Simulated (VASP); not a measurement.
# Li2O (Fm-3m) in VASP: further runs

One crystal, Li2O, is run at these levels: PBEsol; tasks: phonons, dielectric tensor.

Program: VASP 6.6.1. These are calculated values, not measurements. Logs are shortened: lines on timing, memory, paths and dates and some standing lists are left out, and cuts for length are marked.

**1. The crystal as given**

It takes space group Fm-3m (No. 225, cubic). Conventional cell: a = 4.579 Å, b = 4.579 Å, c = 4.579 Å, α = 90.00°, β = 90.00°, γ = 90.00°. Around Li (site symmetry -43m) lie 4 O at 1.98 Å. O (site symmetry m-3m) has 8 Li at 1.98 Å as nearest neighbours.

**2. Phonons, PBEsol**

POSCAR reads:

```
Li2O
1.0
   -0.0000000000      2.2895972159      2.2895972159
    2.2895972159      0.0000000000      2.2895972159
    2.2895972159      2.2895972159      0.0000000000
  Li              O
     2     1
Direct
     0.2500000000000000    0.2500000000000000    0.2500000000000000
     0.7500000000000000    0.7500000000000000    0.7500000000000000
     1.0000000000000000    1.0000000000000000    1.0000000000000000
```

INCAR.step1 reads:

```
SYSTEM = Li2O
PREC = Accurate
ENCUT = 600
EDIFF = 1E-8
ISMEAR = 0
SIGMA = 0.03
LREAL = .FALSE.
LASPH = .TRUE.
NELM = 80
ALGO = Normal
ISIF = 3
LWAVE = .FALSE.
LCHARG = .FALSE.
GGA = PS
KPAR = 2
IBRION = 2
NSW = 40
EDIFFG = -0.002
```

INCAR.step2 reads:

```
SYSTEM = Li2O
PREC = Accurate
ENCUT = 600
EDIFF = 1E-8
ISMEAR = 0
SIGMA = 0.03
LREAL = .FALSE.
LASPH = .TRUE.
NELM = 80
ALGO = Normal
ISIF = 2
LWAVE = .FALSE.
LCHARG = .FALSE.
GGA = PS
KPAR = 2
IBRION = 6
NFREE = 2
POTIM = 0.015
NSW = 1
```

KPOINTS reads:

```
Automatic mesh
0
G
  10 10 10
  0 0 0
```

Potentials or basis: VASP PAW PBE potentials, release 64 (Li_sv, O).

Command:

```sh
$ cat potpaw_PBE.64/Li_sv/POTCAR potpaw_PBE.64/O/POTCAR > POTCAR
$ cp INCAR.step1 INCAR
$ mpirun -np 2 vasp_std > vasp.out
$ cp CONTCAR POSCAR
$ cp INCAR.step2 INCAR
$ mpirun -np 2 vasp_std > vasp.out
```

OUTCAR:

```text
SYSTEM = Li2O
   PREC = Accurate
   ENCUT = 600
   EDIFF = 1E-8
   ISMEAR = 0
   LREAL = .FALSE.
   LASPH = .TRUE.
   NELM = 80
   ISIF = 2
   GGA = PS
   IBRION = 6
   NFREE = 2
   POTIM = 0.015
   NSW = 1

 ion  position               nearest neighbor table
   1  0.250  0.250  0.250-   3 1.98   3 1.98   3 1.98   3 1.98   2 2.29   2 2.29   2 2.29   2 2.29
                             2 2.29   2 2.29
   2  0.750  0.750  0.750-   3 1.98   3 1.98   3 1.98   3 1.98   1 2.29   1 2.29   1 2.29   1 2.29
                             1 2.29   1 2.29
   3  0.000  0.000  0.000-   2 1.98   1 1.98   2 1.98   2 1.98   1 1.98   1 1.98   2 1.98   1 1.98

  LATTYP: Found a face centered cubic cell.
 ALAT       =     4.5800874345

  Lattice vectors:

 A1 = (   0.0000000000,   2.2900437172,   2.2900437172)
 A2 = (   2.2900437172,   0.0000000000,   2.2900437172)
 A3 = (   2.2900437172,   2.2900437172,   0.0000000000)

Analysis of symmetry for initial positions (statically):
=====================================================================
 Subroutine PRICEL returns:
 Original cell was already a primitive cell.

 Routine SETGRP: Setting up the symmetry group for a
 face centered cubic supercell.

 Subroutine GETGRP returns: Found 48 space group operations
 (whereof 48 operations were pure point group operations)
 out of a pool of 48 trial point group operations.

The static configuration has the point symmetry O_h .

Analysis of symmetry for dynamics (positions and initial velocities):
=====================================================================
 Subroutine PRICEL returns:
 Original cell was already a primitive cell.

 Routine SETGRP: Setting up the symmetry group for a
 face centered cubic supercell.

 Subroutine GETGRP returns: Found 48 space group operations
 (whereof 48 operations were pure point group operations)
 out of a pool of 48 trial point group operations.

The dynamic configuration has the point symmetry O_h .

 Subroutine INISYM returns: Found 48 space group operations
 (whereof 48 operations are pure point group operations),
 and found     1 'primitive' translations

----------------------------------------------------------------------------------------

[... 296 lines left out ...]
  ---------------------------------------------------
  ext. energy  EPLUGINS =         0.00000000
  ---------------------------------------------------
  free energy    TOTEN  =       -14.74952471 eV

  energy without entropy =      -14.74952471  energy(sigma->0) =      -14.74952471

 E-fermi :   1.6050     XC(G=0): -10.0324

 val. band max:        1.3637581559   @ k =   0.0000   0.0000   0.0000
 cond. band min:       6.2279801310   @ k =   0.5000   0.5000   0.0000
 fundamental gap:      4.8642219751
 Fermi energy:         1.6049678600

 k-point     1 :       0.0000    0.0000    0.0000
  band No.  band energies     occupation
      1     -40.8652      2.00000
      2     -40.4856      2.00000
      3     -14.0318      2.00000
      4       1.3629      2.00000
      5       1.3629      2.00000
      6       1.3638      2.00000
      7       6.7185      0.00000
      8      13.3061      0.00000
      9      13.3069      0.00000
     10      13.3070      0.00000
[... 287 lines left out ...]
 k-point    24 :       0.4000    0.3000    0.0000
  band No.  band energies     occupation
      1     -40.7399      2.00000
      2     -40.5752      2.00000
      3     -13.8112      2.00000
      4      -0.3371      2.00000
      5       0.2265      2.00000
      6       0.2897      2.00000
      7       7.1848      0.00000
      8      14.0983      0.00000
      9      14.4715      0.00000
     10      15.6772      0.00000

 [... further k-points ...]

------------------------ aborting loop because EDIFF is reached ----------------------------------------

  FORCE on cell =-STRESS in cart. coord.  units (eV):
  Direction    XX          YY          ZZ          XY          YZ          ZX
  --------------------------------------------------------------------------------------
  -------------------------------------------------------------------------------------
  Total        0.0054570      0.0072059      0.0072059      0.0000000      0.0000000      0.0000000
  in kB        0.3640035      0.4806595      0.4806595      0.0000000      0.0000000      0.0000000
  external PRESSURE =       0.4417741 kB  Pullay stress =       0.0000000 kB
[... 18 lines left out ...]
  FREE ENERGIE OF THE ION-ELECTRON SYSTEM (eV)
  ---------------------------------------------------
  free  energy   TOTEN  =       -14.7495247091 eV

  energy  without entropy=      -14.7495247091  energy(sigma->0) =      -14.74952471

 INTERNAL STRAIN TENSORS FROM DISPLACED ATOMS
 ============================================

 INTERNAL STRAIN TENSOR FOR ION    1 for displacements in x,y,z  (eV/Angst):
          X           Y           Z          XY          YZ          ZX
  --------------------------------------------------------------------------------
  x    -0.00000    -0.00000    -0.00000     0.00000    -0.52624     0.00000
  y    -0.00000     0.00000    -0.00000     0.00000     0.00000    -0.52624
  z    -0.00000    -0.00000     0.00000    -0.52624     0.00000     0.00000

 INTERNAL STRAIN TENSOR FOR ION    3 for displacements in x,y,z  (eV/Angst):
          X           Y           Z          XY          YZ          ZX
  --------------------------------------------------------------------------------
  x     0.00000     0.00000     0.00000     0.00000     0.00000     0.00000
  y     0.00000     0.00000     0.00000     0.00000     0.00000     0.00000
  z     0.00000     0.00000     0.00000     0.00000     0.00000     0.00000

 Eigenvectors and eigenvalues of the dynamical matrix
 ----------------------------------------------------

   1 f  =   16.144497 THz   101.438863 2PiTHz  538.522438 cm-1    66.768243 meV
             X         Y         Z           dx          dy          dz
      1.145022  1.145022  1.145022    -0.121327   -0.216658   -0.662072
      3.435066  3.435066  3.435066     0.121327    0.216658    0.662072
      0.000000  0.000000  0.000000     0.000000   -0.000000    0.000000
[... 43 lines left out ...]
   9 f/i=    0.001079 THz     0.006777 2PiTHz    0.035977 cm-1     0.004461 meV
             X         Y         Z           dx          dy          dz
      1.145022  1.145022  1.145022    -0.481559   -0.035733   -0.019347
      3.435066  3.435066  3.435066    -0.481559   -0.035733   -0.019347
      0.000000  0.000000  0.000000    -0.727414   -0.053976   -0.029224

 ELASTIC MODULI CONTR FROM IONIC RELAXATION (kBar)
 Direction    XX          YY          ZZ          XY          YZ          ZX
 --------------------------------------------------------------------------------
 XX          -0.0000      0.0000     -0.0000     -0.0000     -0.0000     -0.0000
 YY           0.0000     -0.0000      0.0000     -0.0000     -0.0000      0.0000
 ZZ          -0.0000      0.0000     -0.0000      0.0000     -0.0000     -0.0000
 XY          -0.0000     -0.0000      0.0000     -4.9417      0.0000      0.0000
 YZ          -0.0000     -0.0000     -0.0000      0.0000     -4.9417      0.0000
 ZX          -0.0000      0.0000     -0.0000      0.0000      0.0000     -4.9417
 --------------------------------------------------------------------------------
```

Wall time 69 s (2 MPI ranks of Intel Xeon Platinum 8259CL at 2.50GHz (Skylake/Cascade Lake), shared host); peak memory 0.2 GiB.

Results:

| Quantity | Value |
| --- | --- |
| Relaxed volume | 8.01 Å³/atom |
| Relaxed cell | a = 3.239 Å, b = 3.239 Å, c = 3.239 Å, α = 60.00°, β = 60.00°, γ = 60.00° |
| Space group after relaxing (to 0.05 Å) | Fm-3m (No. 225) |
| Highest phonon frequency at Γ, LO-TO splitting left out | 539 cm⁻¹ |

Final structure:
```yaml
crystal:
  lattice:
    - [0.00000, 2.29004, 2.29004]
    - [2.29004, 0.00000, 2.29004]
    - [2.29004, 2.29004, 0.00000]
  atoms:
    - { symbol: Li, position: [0.25000, 0.25000, 0.25000] }
    - { symbol: Li, position: [0.75000, 0.75000, 0.75000] }
    - { symbol: O, position: [0.00000, 0.00000, 0.00000] }
```

Phonon frequencies in cm⁻¹ (negative: imaginary):
```
              q point                    frequencies
(0.000, 0.000, 0.000)  0 0 0 453 453 453 539 539 539
```

Caveat: the cutoff is under 1.25 times the usual one of these potentials, so pressure, stress and relaxed cells hold a basis-set (Pulay) error; the PAW data sets were made with another functional, which shifts forces and pressure a little.

**3. Dielectric tensor, PBEsol**

INCAR reads:

```
SYSTEM = Li2O
PREC = Accurate
ENCUT = 600
EDIFF = 1E-8
ISMEAR = 0
SIGMA = 0.03
LREAL = .FALSE.
LASPH = .TRUE.
NELM = 80
ALGO = Normal
ISIF = 2
LWAVE = .FALSE.
LCHARG = .FALSE.
GGA = PS
LEPSILON = .TRUE.
KPAR = 2
```

KPOINTS reads:

```
Automatic mesh
0
Monkhorst
  16 16 16
  0 0 0
```

POSCAR reads:

```
Li2O                                    
1.0
    0.0000000000      2.2900437172      2.2900437172
    2.2900437172     -0.0000000000      2.2900437172
    2.2900437172      2.2900437172      0.0000000000
  Li              O             
     2     1
Direct
     0.2500000000000000    0.2500000000000000    0.2500000000000000
     0.7500000000000000    0.7500000000000000    0.7500000000000000
     0.0000000000000000    1.0000000000000000    1.0000000000000000
```

Potentials or basis: VASP PAW PBE potentials, release 64 (Li_sv, O).

Command:

```sh
$ cat potpaw_PBE.64/Li_sv/POTCAR potpaw_PBE.64/O/POTCAR > POTCAR
$ mpirun -np 2 vasp_std > vasp.out
```

OUTCAR:

```text
SYSTEM = Li2O
   PREC = Accurate
   ENCUT = 600
   EDIFF = 1E-8
   ISMEAR = 0
   LREAL = .FALSE.
   LASPH = .TRUE.
   NELM = 80
   ISIF = 2
   GGA = PS
   LEPSILON = .TRUE.

 ion  position               nearest neighbor table
   1  0.250  0.250  0.250-   3 1.98   3 1.98   3 1.98   3 1.98   2 2.29   2 2.29   2 2.29   2 2.29
                             2 2.29   2 2.29
   2  0.750  0.750  0.750-   3 1.98   3 1.98   3 1.98   3 1.98   1 2.29   1 2.29   1 2.29   1 2.29
                             1 2.29   1 2.29
   3  0.000  0.000  0.000-   1 1.98   2 1.98   2 1.98   2 1.98   2 1.98   1 1.98   1 1.98   1 1.98

  LATTYP: Found a face centered cubic cell.
 ALAT       =     4.5800874344

  Lattice vectors:

 A1 = (   0.0000000000,   2.2900437172,   2.2900437172)
 A2 = (   2.2900437172,   0.0000000000,   2.2900437172)
 A3 = (   2.2900437172,   2.2900437172,   0.0000000000)

Analysis of symmetry for initial positions (statically):
=====================================================================
 Subroutine PRICEL returns:
 Original cell was already a primitive cell.

 Routine SETGRP: Setting up the symmetry group for a
 face centered cubic supercell.

 Subroutine GETGRP returns: Found 48 space group operations
 (whereof 48 operations were pure point group operations)
 out of a pool of 48 trial point group operations.

The static configuration has the point symmetry O_h .

Analysis of symmetry for dynamics (positions and initial velocities):
=====================================================================
 Subroutine PRICEL returns:
 Original cell was already a primitive cell.

 Routine SETGRP: Setting up the symmetry group for a
 face centered cubic supercell.

 Subroutine GETGRP returns: Found 48 space group operations
 (whereof 48 operations were pure point group operations)
 out of a pool of 48 trial point group operations.
[... 501 lines left out ...]
           0.000000     3.043490    -0.000000
          -0.000000     0.000000     3.043490
 ------------------------------------------------------

 Free energy of the ion-electron system (eV)
  ---------------------------------------------------
  ---------------------------------------------------
  free energy    TOTEN  =        -0.14450490 eV

  energy without entropy =       -0.14450490

------------------------ aborting loop because EDIFF is reached ----------------------------------------

--------------------------------------- Ionic step        2  -------------------------------------------

------------------------ aborting loop because EDIFF is reached ----------------------------------------

--------------------------------------- Ionic step        3  -------------------------------------------

 Free energy of the ion-electron system (eV)
  ---------------------------------------------------
  ---------------------------------------------------
  free energy    TOTEN  =        -0.14450492 eV

  energy without entropy =       -0.14450492

------------------------ aborting loop because EDIFF is reached ----------------------------------------

 PIEZOELECTRIC TENSOR FIELD DIRECTION 3  (e Angst)
 -----------------------------------------------------------------------------
    -0.00011  0.00000  0.00000           ( -0.00001  0.00000  0.00000)
     0.00000 -0.00011  0.00000           (  0.00000 -0.00001  0.00000)
     0.00000 -0.00000 -0.00033           (  0.00000  0.00000 -0.00001)

 PIEZOELECTRIC TENSOR FIELD DIRECTION 3  (C/m^2)
 -----------------------------------------------------------------------------
    -0.00007  0.00000  0.00000
     0.00000 -0.00007  0.00000
     0.00000 -0.00000 -0.00022

 MACROSCOPIC STATIC DIELECTRIC TENSOR (including local field effects in DFT)
 ------------------------------------------------------
           2.955711    -0.000000     0.000000
          -0.000000     2.955711     0.000000
           0.000000     0.000000     2.955711
 ------------------------------------------------------

 PIEZOELECTRIC TENSOR (including local field effects)  for field in x, y, z        (e  Angst)
          XX          YY          ZZ          XY          YZ          ZX
  --------------------------------------------------------------------------------
  x     0.00000     0.00000     0.00000     0.00000     0.00000     0.00000
  y     0.00000     0.00000     0.00000     0.00000     0.00000     0.00000
  z     0.00000     0.00000     0.00000     0.00000     0.00000     0.00000

 PIEZOELECTRIC TENSOR (including local field effects)  for field in x, y, z        (C/m^2)
          XX          YY          ZZ          XY          YZ          ZX
  --------------------------------------------------------------------------------
  x     0.00000     0.00000     0.00000     0.00000     0.00000     0.00000
  y     0.00000     0.00000     0.00000     0.00000     0.00000     0.00000
  z     0.00000     0.00000     0.00000     0.00000     0.00000     0.00000

 BORN EFFECTIVE CHARGES (including local field effects) (in |e|, cummulative output)
 ---------------------------------------------------------------------------------
 ion    1
    1     0.89542     0.00000     0.00000
    2     0.00000     0.89542     0.00000
    3     0.00000     0.00000     0.89542
 ion    2
    1     0.89542     0.00000     0.00000
    2     0.00000     0.89542     0.00000
    3     0.00000     0.00000     0.89542
 ion    3
    1    -1.79084     0.00000     0.00000
    2     0.00000    -1.79084     0.00000
    3     0.00000     0.00000    -1.79084
```

OSZICAR:

```text
N       E                     dE             d eps       ncg     rms          rms(c)
DAV:   1     0.435252816656E+02    0.43525E+02   -0.67108E+03  8176   0.143E+03
DAV:   2    -0.113569811364E+02   -0.54882E+02   -0.52181E+02  9556   0.249E+02
DAV:   3    -0.162738793216E+02   -0.49169E+01   -0.48970E+01 14476   0.631E+01
DAV:   4    -0.163678174224E+02   -0.93938E-01   -0.93840E-01 10992   0.865E+00
[... 11 lines left out ...]
RMM:   9    -0.144503577844E+00    0.35082E-05   -0.15090E-05 53746   0.539E-03    0.314E-04
RMM:  10    -0.144505666072E+00   -0.20882E-05   -0.26466E-05 53099   0.265E-03    0.956E-05
RMM:  11    -0.144504935972E+00    0.73010E-06   -0.15847E-05 54979   0.124E-03    0.363E-05
RMM:  12    -0.144504843946E+00    0.92025E-07   -0.81327E-06 55908   0.599E-04    0.130E-05
RMM:  13    -0.144504922672E+00   -0.78726E-07   -0.40502E-06 50001   0.300E-04    0.109E-05
RMM:  14    -0.144504915807E+00    0.68651E-08   -0.18095E-06 37053   0.169E-04    0.391E-06
```

It took 24 min on 2 MPI ranks of Intel Xeon Platinum 8259CL at 2.50GHz (Skylake/Cascade Lake), shared host; peak memory 0.79 GiB.

What came out:

| Property | Result |
| --- | --- |
| Electronic dielectric tensor (diagonal) | 2.96 |
| Born charges (mean of the diagonal) | Li +0.90; O -1.79 e |

Levels at points of the mesh, in eV from the valence-band top:
| k point | band 3 | band 4 | band 5 | band 6 | band 7 | band 8 | band 9 | band 10 |
| --- | --- | --- | --- | --- | --- | --- | --- | --- |
| (0.03, 0.03, 0.03) | -15.39 | -0.03 | 0.00 | 0.00 | 5.39 | 11.95 | 11.96 | 11.96 |

Electronic dielectric tensor:
```
2.96 0.00 0.00
0.00 2.96 0.00
0.00 0.00 2.96
```

Born effective charge tensors (e):
atom 1, Li
```
0.90 0.00 0.00
0.00 0.90 0.00
0.00 0.00 0.90
```
atom 2, Li
```
0.90 0.00 0.00
0.00 0.90 0.00
0.00 0.00 0.90
```
atom 3, O
```
-1.79  0.00  0.00
 0.00 -1.79  0.00
 0.00  0.00 -1.79
```

Caveat: the cutoff is under 1.25 times the usual one of these potentials, so pressure, stress and relaxed cells hold a basis-set (Pulay) error; the PAW data sets were made with another functional, which shifts forces and pressure a little.
